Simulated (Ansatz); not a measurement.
**Ca: changing the functional**

The cell as given:

```
CELL_PARAMETERS angstrom
-2.24000 2.24000 2.24000
2.24000 -2.24000 2.24000
2.24000 2.24000 -2.24000
ATOMIC_POSITIONS crystal
Ca 0.00000 0.00000 0.00000
```

This isn't the form of Ca at room conditions, which is fcc.

The cell was measured well above room temperature.

Kept alike: task relaxation of cell and atoms; k mesh 8 × 8 × 8; occupations fermi-dirac, width 0.05 eV; no spin polarisation. Program: Ansatz, all-electron LAPW, scalar-relativistic. The mesh is that of the run's cell of 1 atom. No spin-orbit coupling.

| functional | volume (Å³/atom) |
| --- | --- |
| BLYP | 42.124 |
| PBEsol | 40.404 |

The relaxations keep at least the cell's symmetry (Im-3m). For a metal such a mesh leaves the last digits unconverged. Relaxations stop with a little pressure left, so the last digits of a volume or edge aren't settled. Runs of this series that gave no sound value for these columns are left out.

Question: What does the functional change here?

Answer: The volume runs from 40.404 (PBEsol) to 42.124 Å³/atom (BLYP).
